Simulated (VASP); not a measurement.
Wanted: the native input for a VASP 6.6.1 run.

- Task: single point
- Functional: PBE
- Potentials or basis: VASP PAW PBE potentials, release 64 (Hg, S)
- Cutoff: 520 eV
- k mesh: 12 × 12 × 12
- Occupations: gaussian, width 0.1 eV
- Spin: no spin polarisation
- Dipole correction: no
- Further INCAR settings: ALGO = Fast; EDIFF = 1e-06; NBANDS = 23

The structure of HgS3 lies in POSCAR:

```
HgS3
1.0
    0.0000000000      3.3256798493      3.3256798493
    3.3256798493      0.0000000000      3.3256798493
    3.3256798493      3.3256798493      0.0000000000
Hg S
1 3
Direct
    0.0000000000      0.0000000000      0.0000000000
    0.7500000000      0.7500000000      0.7500000000
    0.5000000000      0.5000000000      0.5000000000
    0.2500000000      0.2500000000      0.2500000000
```

The cell was built by a generator and needn't be a form met in nature.

The cell isn't the ideal one: random cell by space group and Wyckoff sites (Fm-3m, No. 225).

The input as run:

INCAR

```
SYSTEM = HgS3
PREC = Accurate ; ENCUT = 520
EDIFF = 1E-6 ; ISMEAR = 0
SIGMA = 0.1 ; LREAL = .False.
LASPH = .True. ; NELM = 60
ALGO = Fast ; ISIF = 2
LWAVE = .False. ; LCHARG = .False.
GGA = PE ; NBANDS = 23
```

KPOINTS

```
Automatic mesh
0
Gamma
  12 12 12
  0 0 0
```

Potentials or basis: VASP PAW PBE potentials, release 64 (Hg, S).

Run with:

```sh
$ cat potpaw_PBE.64/Hg/POTCAR potpaw_PBE.64/S/POTCAR > POTCAR
$ mpirun -np 1 vasp_std > vasp.out
```

It gave:

```yaml
Pressure: 0.2 GPa
Band_gap_on_the_k_mesh: none (metal or under the smearing width)
```

It took 54 s on 1 thread of Intel(R) Xeon(R) 6975P-C (Granite Rapids), with other jobs on the host, peak memory 0.27 GiB.
